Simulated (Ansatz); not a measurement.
# WS₂: an elastic constant from a strain scan

Theory: Ansatz, DFT r2SCAN, scalar-relativistic, plane waves, PAW. Cutoff 500 eV, Γ-centred 12×12×2 k-points, Gaussian smearing of 0.05 eV. Spin–orbit coupling is left out, which can shift energies with elements as heavy as these. No spin polarisation. Energies are free energies at this smearing, counted from the undisturbed cell; pressure is positive in compression.

Reference structure (relaxed at this level; this form isn't the usual structure):

```
W S
1.0
     3.18141    0.00000    0.00000
    -1.59071    2.75518    0.00000
     0.00000    0.00000   23.68815
W S
2 4
Direct
  0.33333 0.66667 0.63794
  0.66667 0.33333 0.36206
  0.33333 0.66667 0.29624
  0.66667 0.33333 0.57210
  0.33333 0.66667 0.42790
  0.66667 0.33333 0.70376
```

The cell holds layers and no dispersion correction was added, so their binding is poorly described.

The cell is strained by ε times the Voigt pattern (1, 0, 0, 0, 0, 0) (xx, yy, zz, yz, xz, xy; engineering shear) with fractional coordinates fixed. The cell holds 6 atoms in V0 = 207.64 Å³. The stress column is τ = (1/V0) dE/dε, got from the stress tensor σ (compression positive) at each point as −det(1 + εP) σ : P(1 + εP)⁻¹, with P the pattern as a tensor.

| ε | ΔE (meV/atom) | τ (GPa) |
| --- | --- | --- |
| -0.0600 | ? | ? |
| -0.0300 | 16.065 | -5.159 |
| 0.0000 | 0.000 | 0.004 |
| 0.0150 | 3.598 | 2.175 |
| 0.0450 | 30.002 | 5.833 |

Q: Which combination of elastic constants does this scan measure, and how large is it?

A: For small ε, τ = τ0 + Kε with K = pᵀCp, which for this pattern is C11 in the Cartesian frame shown. The parabola through τ at ε = -0.0300, 0 and 0.0150 has slope K = 154 GPa at zero. The energies per cell, E = NΔE, of the same two points give K = 2[E(ε₊)/ε₊ − E(ε₋)/ε₋]/[(ε₊ − ε₋)V0] = 160 GPa, in agreement. These are clamped-ion values.

Q: Predict the withheld row at ε = -0.0600 from the harmonic law, and compare.

A: ΔE = V0(τ0 ε + Kε²/2)/N = 59.769 meV/atom and τ = -9.23 GPa. The calculation gives 69.697 meV/atom and -11.64 GPa: the energy lies 17 % above the harmonic value, as bonds stiffen under compression.

Forces appear on the atoms along this scan, and letting them relax would lower the energy and soften the response.

Cost: 5 runs of about 4.5 core-minutes in all, on Intel Xeon Processor @ 2.70GHz (shared hosts).